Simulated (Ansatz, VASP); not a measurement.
# Two plane-wave programs on Cu

```
Cu
1.0
     0.00000    1.78143    1.78143
     1.78143    0.00000    1.78143
     1.78143    1.78143    0.00000
Cu
1
Direct
  0.00000 0.00000 0.00000
```

Alike in both runs: functional PBEsol; k mesh 12 × 12 × 12; occupations gaussian, width 0.1 eV; no spin polarisation.

Ansatz relaxed the structure, and its values are those at the end. VASP's run is a single point on that final structure, the one shown.

|  | VASP | Ansatz |
| --- | --- | --- |
| version | VASP 6.6.1 | Ansatz 0.2.0 |
| potentials or method | VASP PAW PBE potentials, release 64 (Cu) | scalar-relativistic, plane waves, PAW |
| plane-wave cutoff (eV) | 520 | 420 |
| valence electrons in the cell | 11 | 19 |

Ansatz gave:

| Item | Value |
| --- | --- |
| gap on the k mesh at the Fermi level (eV) | none |
| pressure (GPa) | 0.0 |

Task: Estimate VASP's values.

Result: gap on the k mesh at the Fermi level (eV): none; pressure (GPa): 0.6.

A gap of «none» marks a metal or a gap that the smearing closes. The two sets of potentials don't hold the same shells in valence.

Caveats: the PAW data sets were made with another functional, which shifts forces and pressure a little (VASP).
